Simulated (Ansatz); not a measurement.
# Is this AlN structure a true minimum?

It was reached by relaxing an invented guess, and it needn't be the stable form of this composition.

Theory: DFT PBE, scalar-relativistic, plane waves, PAW (Ansatz 0.2.0). Plane waves to 420 eV, a k mesh through Γ of 10×10×10 on the computed 2-atom cell and Gaussian smearing (0.02 eV); no spin polarisation.

The cell below (2 atoms, space group F-43m (No. 216)) is relaxed within its symmetry.

```
CELL_PARAMETERS angstrom
0.00000 2.20162 2.20162
2.20162 0.00000 2.20162
2.20162 2.20162 0.00000
ATOMIC_POSITIONS crystal
Al 0.00000 0.00000 0.00000
N 0.75000 0.75000 0.75000
```

For the test a repeat of it with 4 atoms (edges 3.11, 3.11, 5.39 Å) was strained at random (σ = 1.5 % a component), the atoms were moved at random (σ = 0.15 Å), and all was relaxed again on a coarse 6×6×6 mesh (in the run’s order of axes) with 0.10 eV smearing, with no symmetry imposed.

Problem. Is the structure stable against such a distortion?

Solution. It returns, within 1 meV/atom of the unmoved cell on that mesh and with the same symmetry when read at 0.1 Å. So it is stable against the distortions that fit this cell and that this random move excites. Modes that don't fit the cell aren't tested.
